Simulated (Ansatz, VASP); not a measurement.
**Two plane-wave programs on ZnO**

POSCAR

```
ZnO
1.0
    0.0000000000      2.1337703963      2.1337703963
    2.1685508538      0.0000000000      2.1337703963
    2.1685508538      2.1337703963      0.0000000000
Zn O
1 1
Direct
    0.0000000000      0.0000000000      0.0000000000
    0.5000000000      0.5000000000      0.5000000000
```

Contents of INCAR.step1:

```
SYSTEM = ZnO
PREC     = Accurate       ! precision mode
ENCUT    = 520            ! plane-wave cutoff, eV
ISMEAR   = 0              ! smearing method
SIGMA    = 0.01           ! smearing width, eV
LREAL    = .False.        ! projectors in reciprocal space
LASPH    = .True.         ! aspherical terms in the spheres
NELM     = 100            ! most SCF steps
NBANDS   = 16             ! bands
GGA      = PE             ! functional
ALGO     = Normal         ! electronic algorithm
EDIFF    = 1E-4           ! SCF threshold, eV
LWAVE    = .True.         ! write WAVECAR
LCHARG   = .False.        ! write CHGCAR
```

File INCAR.step2:

```
SYSTEM = ZnO
PREC     = Accurate       ! precision mode
ENCUT    = 520            ! plane-wave cutoff, eV
EDIFF    = 1E-6           ! SCF threshold, eV
ISMEAR   = 0              ! smearing method
SIGMA    = 0.01           ! smearing width, eV
LREAL    = .False.        ! projectors in reciprocal space
LASPH    = .True.         ! aspherical terms in the spheres
NELM     = 100            ! most SCF steps
ALGO     = Normal         ! electronic algorithm
ISIF     = 2              ! what is computed and relaxed
LWAVE    = .False.        ! write WAVECAR
LCHARG   = .True.         ! write CHGCAR
METAGGA  = R2SCAN         ! meta-GGA
LMIXTAU  = .True.       
LELF     = .True.         ! ELF
LVHAR    = .True.       
NBANDS   = 16             ! bands
ISTART   = 1
```

KPOINTS

```
regular mesh
0
Gamma
  10 10 10
  0 0 0
```

Input for Ansatz:

```yaml
crystal:
  lattice:
    - [0.0, 2.1337703963, 2.1337703963]
    - [2.1685508538, 0.0, 2.1337703963]
    - [2.1685508538, 2.1337703963, 0.0]
  atoms:
    - { symbol: Zn, position: [0.0, 0.0, 0.0] }
    - { symbol: O, position: [0.5, 0.5, 0.5] }
kpoints:
  mp_grid: { grid: [10, 10, 10] }
  band_path:
    path:
      - [0.0, 0.0, 0.0]
      - [0.5, 0.0, 0.5]
      - [0.625, 0.25, 0.625]
      - [0.375, 0.375, 0.75]
      - [0.5, 0.5, 0.5]
      - [0.5, 0.25, 0.75]
    npoints: 1
hamiltonian:
  xc: r2scan
scf:
  occupations: { method: fixed }
  n_extra_bands: 4
output:
  forces: true
  stress: true
  eigenvalues: true
```

Change from the starting cell: uniaxial_x strain +1.6%.

Alike in both runs: task single point; functional r2SCAN; k mesh 10 × 10 × 10; no spin polarisation.

|  | VASP | Ansatz |
| --- | --- | --- |
| version | VASP 6.6.1 | Ansatz 0.2.0 |
| potentials or method | VASP PAW PBE potentials, release 64 (Zn, O) | plane waves, PAW |
| plane-wave cutoff (eV) | 520 | 500 |
| occupations | gaussian, width 0.01 eV | fixed |
| valence electrons in the cell | 18 | 18 |

```tsv
	VASP	Ansatz	Ansatz less VASP
gap on the k mesh at the Fermi level (eV)	1.42	1.44	+0.020
pressure (GPa)	-1.5	-2.9	-1.44
largest component of the traceless stress (GPa)	0.99	0.94	-0.053
```

Caveats: the PAW data sets were made with another functional, which shifts forces and pressure a little (VASP). A k mesh can miss the band edges.
